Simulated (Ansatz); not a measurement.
**Relaxation of SnS2**

The start is SnS2, a database structure at a slightly changed volume. Where does it settle when we relax cell and atoms, and what is it like there?

Method: DFT, PBE, spin-orbit coupling, plane waves, PAW, in Ansatz 0.2.0.

### Step 1. The system as given

It takes space group P-3m1 (No. 164, trigonal). The conventional cell has a = 3.653 Å, b = 3.653 Å, c = 5.891 Å, α = 90.00°, β = 90.00°, γ = 120.00°. Sn (site symmetry -3m) has 6 S at 2.57 Å as nearest neighbours. S (site symmetry 3m) has 3 Sn at 2.57 Å as nearest neighbours.

Coordinates:

```
Sn S
1.0
     3.65306    0.00000    0.00000
    -1.82653    3.16364    0.00000
     0.00000    0.00000    5.89066
Sn S
1 2
Cartesian
  0.0000 0.0000 0.0000
  0.0000 2.1091 1.4727
  1.8265 1.0545 4.4180
```

The first density is read from a saved solution for the starting cell.

### Step 2. The relaxation

File input.yaml:

```yaml
crystal:
  lattice:
    - [3.65305329, 0.0, 0.0]
    - [-1.82652665, 3.16364052, 0.0]
    - [0.0, 0.0, 5.89066137]
  atoms:
    - { symbol: Sn, position: [0.0, 0.0, 0.0] }
    - { symbol: S, position: [0.33333, 0.66667, 0.25] }
    - { symbol: S, position: [0.66667, 0.33333, 0.75] }
  symmetry: { tolerance: 0.0003 }
kpoints:
  mp_grid: { grid: [6, 6, 3], shift: [0, 0, 0] }
magnetization:
  noncollinear: true
  spin_orbit: true
scf:
  occupations: { method: gaussian, width: 0.033 }
  lower_state_search: "off"
hamiltonian:
  pseudopotentials: { kind: paw_fr }
  xc: pbe
basis:
  ecutwfc: 420
  fft_grid_basis: typed
relax:
  max_steps: 40
  cell: { p_target: 0.0 }
output:
  forces: true
  stress: true
  eigenvalues: true
  bader: true
  populations: true
  elf: true
  write_potential: true
  volumetric_format: npy
  dos:
    e_range: [-12, 8]
    de: 0.05
    projected: { site_lists: { S: [S], Sn: [Sn] } }
    method: { smearing: { sigma: 0.1, scheme: gaussian } }
checkpoint:
  read: saved_state
```

Command:

```console
$ ansatz run input.yaml --threads 2 --pin off --max-ram 3584MiB --backend cpu --events-out ev --progress --plain --runs-dir out
```

**Question.** What will these runs give? Wanted: moves; energy gained; largest move; cell; volume; pressure at the end; gap; least direct gap; Bader charges.

The runs gave:

| quantity | value |
| --- | --- |
| moves | 10 |
| energy gained | 21.4 meV/atom |
| largest move | 0.26 Å (S) |
| space group (0.01 Å), before / after | P-3m1 / P-3m1 |
| cell | a = 3.703 Å, b = 3.703 Å, c = 6.962 Å, α = 90.00°, β = 90.00°, γ = 120.00° |
| volume | 27.56 Å³/atom (+21.5 %) |
| pressure at the end | 0.00 GPa |
| gap (mesh) | 1.55 eV, indirect |
| least direct gap | 1.80 eV |
| Bader charges | Sn +1.55, S -0.77 e |
| moments | none |

**Reading.** The volume grew by 21.5 %, and the largest move of an atom is 0.26 Å apart from the change of the cell; the energy fell by 21.4 meV per atom. The shape changed more than that tells: the edges moved by +1, +1, +18 %. The run held to 12 symmetry operations, so a lower structure without them is not ruled out. By a distance rule the end structure falls into sheets, and the functional has no dispersion term: where only weak forces hold such sheets, the spacing at the end is too wide to trust. The levels show a gap of 1.55 eV, with the least direct gap at 1.80 eV; within 0.7 eV of the edges the states project mainly on S p (97 %) below and S p (52 %) and Sn s (36 %) above. Gaps from semilocal functionals tend to lie below the measured ones. The state carries no moments. No starting moment was given, so this is set by the input, not found. Sn loses most charge (+1.55 e on average) and S gains most (-0.77 e).
